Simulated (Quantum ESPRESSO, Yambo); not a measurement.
# Beyond one shot: CdTe (F-43m), part 2 of 2

How far does self-consistency move the gap of CdTe (F-43m)?

Quantum ESPRESSO 7.5 and Yambo 5.3.0; PBE and many-body steps on it, plane waves. Known limits of the many-body steps: not at the basis limit; no spin-orbit coupling; coarse k mesh.

So far. Step 5 (evGW0, cycle 1): Against G0W0 in Yambo (4×4×4 mesh, 119 bands, screening to 149.7 eV, Godby-Needs plasmon pole), the gap moves by +0.082 eV. Step 6 (evGW0, cycle 2): Against the cycle before, the gap moves by +0.010 eV.

The database entry behind the starting cell differs from later determinations by our own check (an axis about 1.1 % short against later determinations), so it need not match the best structure at ambient conditions.

**7. evGW, cycle 1**

This step: evGW on PBE, plane waves, norm-conserving pseudopotentials.

gw4.in reads:

```
HF_and_locXC
gw0
dyson
ppa
em1d
rim_cut
RandQpts= 1000000
RandGvec= 1 RL
EXXRLvcs= 94 Ry
VXCRLvcs= 376 Ry
Chimod= "HARTREE"
% BndsRnXp
 1 | 119 |
%
NGsBlkXp= 11 Ry
% LongDrXp
 1 | 1 | 1 |
%
% GbndRnge
 1 | 119 |
%
DysSolver= "n"
ExtendOut
PPAPntXp= 27.21138 eV
% QPkrange
 1 | 8 | 14 | 26 |
%
GfnQPdb= "E < ./gw1/ndb.QP"
XfnQPdb= "E < ./gw1/ndb.QP"
```

Run with:

```console
OMP_NUM_THREADS=1 mpirun -n 4 yambo -F gw4.in -J gw4 -C gw4 > gw4.log
```

Output:

```text
 Yambo, version 5.3.0

 [02] CORE Variables Setup
 =========================

  [... cell, symmetries and grids as in the set-up ...]

  [02.05] Energies & Occupations
  ==============================

  [X] === General ===
  [X] Electronic Temperature                        :  0.000000  0.000000 [eV K]
  [X] Bosonic    Temperature                        :  0.000000  0.000000 [eV K]
  [X] Finite Temperature mode                       : no
  [X] El. density                                   :  0.66825E+24 [cm-3]
[...]
Sx RL components                                 :   6879

   QP @ state[ 1 ] K range                          :   1   8
   QP @ state[ 1 ] b range                          :  14  26
   GF energies kind                                 : Perdew, Burke & Ernzerhof(X)+Perdew, Burke & Ernzerhof(C)+ E < ./gw1/ndb.QP + @E Fit
   GF WF`s kind                                     : Perdew, Burke & Ernzerhof(X)+Perdew, Burke & Ernzerhof(C)
   Xs energies kind                                 : Perdew, Burke & Ernzerhof(X)+Perdew, Burke & Ernzerhof(C)
   Xs WF`s kind                                     : Perdew, Burke & Ernzerhof(X)+Perdew, Burke & Ernzerhof(C)

 [15] Game Over & Game summary
```

Run time: 19 min. Hardware: 4 MPI ranks of Arm Neoverse V1, shared host; peak memory 2.7 GiB; 74 min of CPU time.

This step gave:

```yaml
quasiparticle_gap_on_the_mesh: 1.838 eV
gap_of_the_density_functional_on_the_mesh: 0.8701 eV
k_of_the_valence_top: 0, 0, 0
k_of_the_conduction_bottom: 0, 0, 0
least_direct_quasiparticle_gap_on_the_computed_points: 1.838 eV
```

Against G0W0 in Yambo (4×4×4 mesh, 119 bands, screening to 149.7 eV, Godby-Needs plasmon pole), the gap moves by +0.187 eV.

The program's own table gives 1.970 eV, which is too large where the input levels are shifted: this version takes Σc at the unshifted level E₀, yet steps from the shifted one. The value above is the Newton step from E₀, E₀ + Z(Σc + Σx − Vxc), rebuilt from the printed columns.

**8. evGW, cycle 2**

gw5.in, as its differences from gw4.in of step 7:

```diff
@@ -27,3 +27,3 @@
 %
-GfnQPdb= "E < ./gw1/ndb.QP"
-XfnQPdb= "E < ./gw1/ndb.QP"
+GfnQPdb= "E < ./gw4_fix/ndb.QP"
+XfnQPdb= "E < ./gw4_fix/ndb.QP"
```

Run with:

```console
OMP_NUM_THREADS=1 mpirun -n 4 yambo -F gw5.in -J gw5 -C gw5 > gw5.log
```

Output:

```text
 Yambo, version 5.3.0

 [02] CORE Variables Setup
 =========================

  [... cell, symmetries and grids as in the set-up ...]

  [02.05] Energies & Occupations
  ==============================

  [X] === General ===
  [X] Electronic Temperature                        :  0.000000  0.000000 [eV K]
  [X] Bosonic    Temperature                        :  0.000000  0.000000 [eV K]
  [X] Finite Temperature mode                       : no
  [X] El. density                                   :  0.66825E+24 [cm-3]
[...]
Sx RL components                                 :   6879

   QP @ state[ 1 ] K range                          :   1   8
   QP @ state[ 1 ] b range                          :  14  26
   GF energies kind                                 : Perdew, Burke & Ernzerhof(X)+Perdew, Burke & Ernzerhof(C)+ E < ./gw1/ndb.QP + @E Fit+ E < ./gw4_fix/
   GF WF`s kind                                     : Perdew, Burke & Ernzerhof(X)+Perdew, Burke & Ernzerhof(C)
   Xs energies kind                                 : Perdew, Burke & Ernzerhof(X)+Perdew, Burke & Ernzerhof(C)
   Xs WF`s kind                                     : Perdew, Burke & Ernzerhof(X)+Perdew, Burke & Ernzerhof(C)

 [15] Game Over & Game summary
```

Wall time 19 min (4 MPI ranks); peak memory 2.7 GiB.

This step gave:

```yaml
quasiparticle_gap_on_the_mesh: 1.889 eV
gap_of_the_density_functional_on_the_mesh: 0.8701 eV
k_of_the_valence_top: 0, 0, 0
k_of_the_conduction_bottom: 0, 0, 0
least_direct_quasiparticle_gap_on_the_computed_points: 1.889 eV
```

Against the cycle before, the gap moves by +0.050 eV.

The program's own table gives 2.047 eV, which is too large where the input levels are shifted: this version takes Σc at the unshifted level E₀, yet steps from the shifted one. The value above is the Newton step from E₀, E₀ + Z(Σc + Σx − Vxc), rebuilt from the printed columns.

**9. evGW, cycle 3**

gw6.in, as its differences from gw5.in of step 8:

```diff
@@ -27,3 +27,3 @@
 %
-GfnQPdb= "E < ./gw4_fix/ndb.QP"
-XfnQPdb= "E < ./gw4_fix/ndb.QP"
+GfnQPdb= "E < ./gw5_fix/ndb.QP"
+XfnQPdb= "E < ./gw5_fix/ndb.QP"
```

Run with:

```console
OMP_NUM_THREADS=1 mpirun -n 4 yambo -F gw6.in -J gw6 -C gw6 > gw6.log
```

Output:

```text
 Yambo, version 5.3.0

 [02] CORE Variables Setup
 =========================

  [... cell, symmetries and grids as in the set-up ...]

  [02.05] Energies & Occupations
  ==============================

  [X] === General ===
  [X] Electronic Temperature                        :  0.000000  0.000000 [eV K]
  [X] Bosonic    Temperature                        :  0.000000  0.000000 [eV K]
  [X] Finite Temperature mode                       : no
  [X] El. density                                   :  0.66825E+24 [cm-3]
[...]
Sx RL components                                 :   6879

   QP @ state[ 1 ] K range                          :   1   8
   QP @ state[ 1 ] b range                          :  14  26
   GF energies kind                                 : Perdew, Burke & Ernzerhof(X)+Perdew, Burke & Ernzerhof(C)+ E < ./gw1/ndb.QP + @E Fit+ E < ./gw4_fix/
   GF WF`s kind                                     : Perdew, Burke & Ernzerhof(X)+Perdew, Burke & Ernzerhof(C)
   Xs energies kind                                 : Perdew, Burke & Ernzerhof(X)+Perdew, Burke & Ernzerhof(C)
   Xs WF`s kind                                     : Perdew, Burke & Ernzerhof(X)+Perdew, Burke & Ernzerhof(C)

 [15] Game Over & Game summary
```

The job ended after 19 min (4 MPI ranks; peak memory 2.7 GiB).

This step gave:

| Quantity | Value |
| --- | --- |
| quasiparticle gap on the mesh | 1.903 eV |
| gap of the density functional on the mesh | 0.8701 eV |
| k of the valence top | 0, 0, 0 |
| k of the conduction bottom | 0, 0, 0 |
| least direct quasiparticle gap on the computed points | 1.903 eV |

Against the cycle before, the gap moves by +0.014 eV.

The program's own table gives 2.068 eV, which is too large where the input levels are shifted: this version takes Σc at the unshifted level E₀, yet steps from the shifted one. The value above is the Newton step from E₀, E₀ + Z(Σc + Σx − Vxc), rebuilt from the printed columns.

**10. evGW, cycle 4**

gw7.in, as its differences from gw6.in of step 9:

```diff
@@ -27,3 +27,3 @@
 %
-GfnQPdb= "E < ./gw5_fix/ndb.QP"
-XfnQPdb= "E < ./gw5_fix/ndb.QP"
+GfnQPdb= "E < ./gw6_fix/ndb.QP"
+XfnQPdb= "E < ./gw6_fix/ndb.QP"
```

Run with:

```console
OMP_NUM_THREADS=1 mpirun -n 4 yambo -F gw7.in -J gw7 -C gw7 > gw7.log
```

Output:

```text
 Yambo, version 5.3.0

 [02] CORE Variables Setup
 =========================

  [... cell, symmetries and grids as in the set-up ...]

  [02.05] Energies & Occupations
  ==============================

  [X] === General ===
  [X] Electronic Temperature                        :  0.000000  0.000000 [eV K]
  [X] Bosonic    Temperature                        :  0.000000  0.000000 [eV K]
  [X] Finite Temperature mode                       : no
  [X] El. density                                   :  0.66825E+24 [cm-3]
[...]
Sx RL components                                 :   6879

   QP @ state[ 1 ] K range                          :   1   8
   QP @ state[ 1 ] b range                          :  14  26
   GF energies kind                                 : Perdew, Burke & Ernzerhof(X)+Perdew, Burke & Ernzerhof(C)+ E < ./gw1/ndb.QP + @E Fit+ E < ./gw4_fix/
   GF WF`s kind                                     : Perdew, Burke & Ernzerhof(X)+Perdew, Burke & Ernzerhof(C)
   Xs energies kind                                 : Perdew, Burke & Ernzerhof(X)+Perdew, Burke & Ernzerhof(C)
   Xs WF`s kind                                     : Perdew, Burke & Ernzerhof(X)+Perdew, Burke & Ernzerhof(C)

 [15] Game Over & Game summary
```

It took 19 min on 4 MPI ranks; peak memory 2.7 GiB.

Numbers from this step:

| Property | Result |
| --- | --- |
| quasiparticle gap on the mesh | 1.909 eV |
| gap of the density functional on the mesh | 0.8701 eV |
| k of the valence top | 0, 0, 0 |
| k of the conduction bottom | 0, 0, 0 |
| least direct quasiparticle gap on the computed points | 1.909 eV |

Against the cycle before, the gap moves by +0.005 eV.

The program's own table gives 2.075 eV, which is too large where the input levels are shifted: this version takes Σc at the unshifted level E₀, yet steps from the shifted one. The value above is the Newton step from E₀, E₀ + Z(Σc + Σx − Vxc), rebuilt from the printed columns.

**11. Side by side**

Times are wall times on 4 MPI ranks of Arm Neoverse V1, shared host, good to a factor of about two.

```tsv
run	mesh	bands	screening cutoff (eV)	DFT gap (eV)	gap on the mesh (eV)	direct (eV)	time
G0W0	4×4×4	119	149.7	0.870	1.652	1.652	19 min
evGW0, cycle 1	4×4×4	119	149.7	0.870	1.734	1.734	16 min
evGW0, cycle 2	4×4×4	119	149.7	0.870	1.744	1.744	16 min
evGW, cycle 1	4×4×4	119	149.7	0.870	1.838	1.838	19 min
evGW, cycle 2	4×4×4	119	149.7	0.870	1.889	1.889	19 min
evGW, cycle 3	4×4×4	119	149.7	0.870	1.903	1.903	19 min
evGW, cycle 4	4×4×4	119	149.7	0.870	1.909	1.909	19 min
```

**12. Outcome**

| Item | Value |
| --- | --- |
| G0W0 | 1.652 eV |
| evGW0, cycle 1 | 1.734 eV |
| evGW0, cycle 2 | 1.744 eV |
| evGW, cycle 1 | 1.838 eV |
| evGW, cycle 2 | 1.889 eV |
| evGW, cycle 3 | 1.903 eV |
| evGW, cycle 4 | 1.909 eV |
| known limits | not at the basis limit; no spin-orbit coupling; coarse k mesh |

In words: evGW0 ends at 1.74 eV, +0.09 eV from G0W0, after 2 cycles that took 32 min beside the first screening; the last moved the gap by 0.010 eV. evGW ends at 1.91 eV, +0.26 eV from G0W0, after 4 cycles that took 75 min beside the first screening; the last moved the gap by 0.005 eV. Bands and cutoff are finite, so the gap is not at the basis limit. The miss can reach some tenths of an eV and take either sign; the mesh is an error of its own. The 4×4×4 mesh is coarse for this cell, which bears on the long-range parts of exchange and screening. The many-body steps are scalar-relativistic: spin-orbit coupling is not in them.

[Paths, hosts, dates, memory and timing lines, banners, echoed tables and standing remarks are left out of the program output.]

[Logs are printed without paths, hosts, clocks, repeated set-up lines and the standing remarks that a program may print on its own settings, such as how far it seeks lower states.]

[Runs of the session that timed out or met a known fault of the program may be left out.]

[Hosts, paths, dates, database ids (printed as entryN), source tags and the programs' standing remarks are cut or masked in the printed files.]
